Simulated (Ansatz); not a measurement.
BaF2, space group Fm-3m, a band structure

Program: Ansatz's Python interface.

Interactive session:
```pycon
>>> from pathlib import Path
>>> import ansatz as az
>>> from ase import Atoms
>>> import matplotlib.pyplot as plt
>>> import numpy as np
>>> XC = "PBEsol"
>>> VDW = "D3(BJ)"
>>> CUTOFF = 380
>>> OCCUPATIONS = "cold"
>>> WIDTH_EV = 0.3
>>> TOLERANCE = 1e-07
>>> N_EMPTY = 6
>>> atoms = Atoms(
...     ["Ba", "F", "F"],
...     scaled_positions=[
...         (0.0, 0.0, 0.0),
...         (0.25, 0.25, 0.25),
...         (0.75, 0.75, 0.75),
...     ],
...     cell=[
...         (0.0, 3.10005, 3.10005),
...         (3.10005, 0.0, 3.10005),
...         (3.10005, 3.10005, 0.0),
...     ],
...     pbc=True,
... )
>>> cell = az.Crystal.from_ase(atoms)
>>> cell.resolved().sites[-1]
Site(symbol='F', position=(0.75, 0.75, 0.75), moment=None, axis=None, held=None, saved=None)
>>> # high-symmetry points in fractions of the reciprocal vectors
>>> path = [
...     ("K", (0.375, 0.375, 0.75)),
...     ("G", (0.0, 0.0, 0.0)),
...     ("L", (0.5, 0.5, 0.5)),
...     ("W", (0.5, 0.25, 0.75)),
...     ("X", (0.5, 0.0, 0.5)),
... ]
>>> model = (
...     cell.calculation()
...     .functional(XC, dispersion=VDW)
...     .basis(CUTOFF, xc_grid=3)  # cutoff of the orbital basis
...     .accuracy("low")  # preset for grids and thresholds
...     .kpoints(4)  # the mesh must be finer for metals
...     .occupations(OCCUPATIONS, width=WIDTH_EV)
...     .scf(tolerance=TOLERANCE)
...     .band_structure([point for _, point in path], intervals=6)  # levels along the path at the converged density
...     .scf(extra_bands=N_EMPTY)
...     .density()  # keep the density on its grid
...     .electron_localization_function()  # 1 for a lone pair or bond, 0.5 for a uniform gas
...     .output_files(volumetric_format="npy")
...     .density_of_states(energy_step=0.05)  # states per eV and cell
... )
>>> done = model.run(threads=1, pin="off")
DeckWarning: basis.ecutwfc = 380 eV is below the records' recommended 420 eV, and the density's cutoff is lower with it unless basis.ecutrho_ratio is high enough to keep the records' density cutoff: compare with a run at a higher cutoff
>>> rep = done.report
>>> rep["kweights"]
[0.015625, 0.125, 0.0625, 0.09375, 0.375, 0.1875, 0.046875, 0.09375]
>>> done.lattice.cell_ang
array([[0.     , 3.10005, 3.10005],
       [3.10005, 0.     , 3.10005],
       [3.10005, 3.10005, 0.     ]])
>>> energy = rep["free_energy_ev"]
>>> print("BaF2: {:.6f} eV = {:.6f} Ry = {:.6f} Ha".format(energy, energy / 13.605693, energy / 27.211386))
BaF2: -7469.975395 eV = -549.033070 Ry = -274.516535 Ha
>>> print("Fermi level {:.4f} eV, {} k-points, {} symmetry operations".format(rep["fermi_energy_ev"], rep["n_kpoints"], rep["n_symmetry_ops"]))
Fermi level 6.5862 eV, 8 k-points, 48 symmetry operations
>>> # ELF is 0.5 in a uniform gas and nears 1 where pairs localise
>>> folder = Path(done.write_results("elf"))
>>> elf = np.load(folder / "elf.npy")
>>> peak = np.unravel_index(elf.argmax(), elf.shape)
>>> print(f"largest ELF {elf.max():.3f} at grid fractions", np.round(np.array(peak) / elf.shape, 3))
largest ELF 0.893 at grid fractions [0.867 0.833 0.167]
>>> for level in (0.2, 0.5, 0.7, 0.8, 0.9):
...     print(f"share of the cell with ELF over {level}: {np.mean(elf > level):.3f}")
...
share of the cell with ELF over 0.2: 0.424
share of the cell with ELF over 0.5: 0.273
share of the cell with ELF over 0.7: 0.182
share of the cell with ELF over 0.8: 0.098
share of the cell with ELF over 0.9: 0.000
>>> dos = done.density_of_states()
>>> energy = np.asarray(dos.energies_ev) - dos.fermi_ev
>>> states, count = np.asarray(dos.spin_summed_g_bin_mean_per_ev), np.asarray(dos.spin_summed_integrated)
>>> g_fermi = float(np.interp(0.0, energy, states))
>>> print(f"g(E_F) = {g_fermi:.3f} states/eV per cell")
g(E_F) = 0.000 states/eV per cell
>>> for low, high in ((-10, -6), (-6, -3), (-3, 0), (0, 3)):
...     print(f"states between {low} and {high} eV: {np.interp(high, energy, count) - np.interp(low, energy, count):.3f}")
...
states between -10 and -6 eV: 0.000
states between -6 and -3 eV: 12.000
states between -3 and 0 eV: 0.000
states between 0 and 3 eV: 0.000
>>> bands = done.band_structure()
>>> fermi = bands.fermi_energy_ev
>>> print(f"zero of the bands: {fermi:.3f} eV, the Fermi level found on the SCF mesh")
zero of the bands: 6.586 eV, the Fermi level found on the SCF mesh
>>> reciprocal = 2 * np.pi * np.linalg.inv(done.lattice.cell_ang).T
>>> steps = np.linalg.norm(np.diff(bands.kpoints_frac @ reciprocal, axis=0), axis=1)
>>> distance = np.concatenate([[0], np.cumsum(steps)])
>>> fig, ax = plt.subplots(figsize=(5, 4))
>>> for channel, colour in zip(bands.channels, ("C0", "C3")):
...     ax.plot(distance, channel.eigenvalues_ev - fermi, colour, lw=1)
...
[<matplotlib.lines.Line2D object at 0x...>, <matplotlib.lines.Line2D object at 0x...>, <matplotlib.lines.Line2D object at 0x...>, <matplotlib.lines.Line2D object at 0x...>, <matplotlib.lines.Line2D object at 0x...>, <matplotlib.lines.Line2D object at 0x...>, <matplotlib.lines.Line2D object at 0x...>, <matplotlib.lines.Line2D object at 0x...>, <matplotlib.lines.Line2D object at 0x...>, <matplotlib.lines.Line2D object at 0x...>, <matplotlib.lines.Line2D object at 0x...>, <matplotlib.lines.Line2D object at 0x...>, <matplotlib.lines.Line2D object at 0x...>, <matplotlib.lines.Line2D object at 0x...>, <matplotlib.lines.Line2D object at 0x...>, <matplotlib.lines.Line2D object at 0x...>, <matplotlib.lines.Line2D object at 0x...>, <matplotlib.lines.Line2D object at 0x...>]
>>> ax.set_xticks(distance[::6], [label for label, _ in path])
[<matplotlib.axis.XTick object at 0x...>, <matplotlib.axis.XTick object at 0x...>, <matplotlib.axis.XTick object at 0x...>, <matplotlib.axis.XTick object at 0x...>, <matplotlib.axis.XTick object at 0x...>]
>>> ax.set(ylim=(-4, 4), ylabel="E - E_F (eV)", xlim=(0, distance[-1]))
[(-4.0, 4.0), Text(0, 0.5, 'E - E_F (eV)'), (0.0, 3.1757871795113566)]
>>> ax.grid(axis="x")
>>> fig.savefig("bands.png", dpi=100)
>>> first = bands.channels[0].eigenvalues_ev - fermi
>>> near = np.argsort(np.abs(first.mean(axis=0)))[:4]
>>> for band in sorted(near):
...     print(f"band {band + 1}: {first[:, band].min():.3f} to {first[:, band].max():.3f} eV")
...
band 10: -4.218 to -3.677 eV
band 11: -3.917 to -3.677 eV
band 12: -3.798 to -3.580 eV
band 13: 3.123 to 5.503 eV
```

The settings weren't tested for convergence. The cutoff lies under the one recommended for these potentials. Semilocal gaps usually lie well under measured ones. Energy and stress may still move on a finer k-point mesh. Only differences from the Fermi energy are physical; the zero of the scale is a convention. In a crystal with a gap the Fermi level's place inside it depends on smearing and mesh. The crystal has a gap of about 6.70 eV on the mesh; bins of finite width blur the band edges. Densities and potentials on the grid are those of the valence electrons, and inside the cores they hang on the potentials used. The structure is a deposited one; some such entries were measured under pressure or heat, so a shift against it needn't be the functional's error alone. Gaps and levels are Kohn-Sham values on a finite set of k-points, without spin-orbit coupling. Warnings are shown shortened and without file and line. The computed bands are complete only to about 7.8 eV above the Fermi level; beyond that the density of states is undercounted. Hardware and time: 2.6 s on 1 thread of Arm Neoverse V1, with other jobs on the host, peak memory 0.4 GiB.

(Lines on the test bed's own set-up are left out of the output.)
